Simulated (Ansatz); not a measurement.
Crystal: ZnCu2SnS4.

```
Sn Zn Cu S
1.0
    -2.71710    2.71710    5.42480
     2.71710   -2.71710    5.42480
     2.71710    2.71710   -5.42480
Sn Zn Cu S
1 1 2 4
Cartesian
  0.0000 0.0000 5.4248
  2.7171 0.0000 2.7124
  0.0000 2.7171 2.7124
  0.0000 0.0000 0.0000
  1.3944 1.3922 4.0338
  -1.3922 1.3944 6.8158
  1.3227 1.3249 -1.3910
  4.1093 1.3227 1.3910
```

| Item | Value |
| --- | --- |
| Program | Ansatz 0.2.0 |
| Task | relaxation of cell and atoms |
| Functional | LDA |
| Potentials or basis | Ansatz PAW |
| Cutoff | 420 eV (not typed: the program's choice for these potentials) |
| k mesh | 7 × 7 × 7 |
| Occupations | fermi-dirac, width 0.05 eV |
| Spin | no spin polarisation |

At the start: volume 20.02 Å³/atom.

Problem. How do energy, volume and symmetry change on relaxing?

Solution. It ends after 6 steps and the volume is 18.81 Å³/atom (-6.1 %); space group I-4 (No. 82, to 0.05 Å).

Step by step:
| step | energy change (eV) | largest force (eV/Å) | volume (Å³) |
| --- | --- | --- | --- |
| 1 | 0.0000 | 0.6847 | 160.20 |
| 2 | -0.1883 | 0.3595 | 155.01 |
| 3 | -0.2488 | 0.0341 | 149.40 |
| 4 | -0.2503 | 0.0432 | 150.72 |
| 5 | -0.2509 | 0.0015 | 150.47 |
| 6 | -0.2478 | 0.0020 | 150.47 |

Final structure:
```
Sn Zn Cu S
1.0
    -2.65850    2.65850    5.32249
     2.65850   -2.65850    5.32249
     2.65850    2.65850   -5.32249
Sn Zn Cu S
1 1 2 4
Direct
  0.50000 0.50000 0.00000
  0.25000 0.75000 0.50000
  0.75000 0.25000 0.50000
  0.00000 0.00000 0.00000
  0.63937 0.63019 0.53020
  0.89083 0.36063 0.99082
  0.09999 0.10917 0.46980
  0.36981 0.90001 0.00918
```

Caveat: the plane-wave basis is chosen anew once the cell has moved, so the energies of steps on either side of that aren't comparable; the PAW data sets come from PBE, with cores solved anew for the run's functional, which leaves a small shift of forces and pressure.
